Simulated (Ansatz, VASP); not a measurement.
## Au in VASP and in Ansatz

INCAR

```
SYSTEM = Au
PREC = Accurate
ENCUT = 520
EDIFF = 1E-6
ISMEAR = -1
SIGMA = 0.1
LREAL = .False.
LASPH = .True.
NELM = 100
ALGO = Normal
ISIF = 2
LWAVE = .False.
LCHARG = .True.
GGA = RP
LELF = .True.
LVHAR = .True.
NBANDS = 12
```

KPOINTS

```
regular mesh
0
Gamma
  13 13 13
  0 0 0
```

File POSCAR:

```
Au
1.0
    2.8156463106      0.0000000000      0.0000000000
    0.0000000000      2.8156463106      0.0000000000
    0.0000000000      0.0000000000      2.8156463106
Au
1
Direct
    0.0000000000      0.0000000000      0.0000000000
```

Input for Ansatz:

```yaml
crystal:
  lattice:
    - [2.8156463106, 0.0, 0.0]
    - [0.0, 2.8156463106, 0.0]
    - [0.0, 0.0, 2.8156463106]
  atoms:
    - { symbol: Au, position: [0.0, 0.0, 0.0] }
hamiltonian:
  xc: rpbe
  pseudopotentials:
    kind: paw
    azcp:
      Au: "pseudopotentials/Au.paw.azcp"
basis:
  ecutwfc: 420
  fft_grid_basis: typed
kpoints:
  mp_grid: { grid: [13, 13, 13], shift: [0, 0, 0] }
magnetization:
  spin_polarized: false
scf:
  occupations: { method: fermi_dirac, width: 0.1 }
  lower_state_search: "off"
output:
  stress: true
  write_density: true
  write_potential: true
  elf: true
  volumetric_format: npy
```

Alike in both runs: task single point; functional RPBE; k mesh 13 × 13 × 13; occupations fermi-dirac, width 0.1 eV; no spin polarisation.

|  | VASP | Ansatz |
| --- | --- | --- |
| version | VASP 6.6.1 | Ansatz 0.2.0 |
| potentials or method | VASP PAW PBE potentials, release 64 (Au) | plane waves (420 eV) with PAW, scalar-relativistic |
| plane-wave cutoff (eV) | 520 | 420 |
| valence electrons in the cell | 11 | 19 |

VASP gave:

```
pressure (GPa) : -3.3
```

Question: Estimate Ansatz's values.

Answer: Pressure (GPa): -3.1.

The functional is the same, so the differences come from potentials, cutoffs and numerics. The two sets of potentials don't hold the same shells in valence.

Caveats: the PAW data sets were made with another functional, which shifts forces and pressure a little (VASP). The runs have no spin-orbit coupling, so splittings on Au are missing.
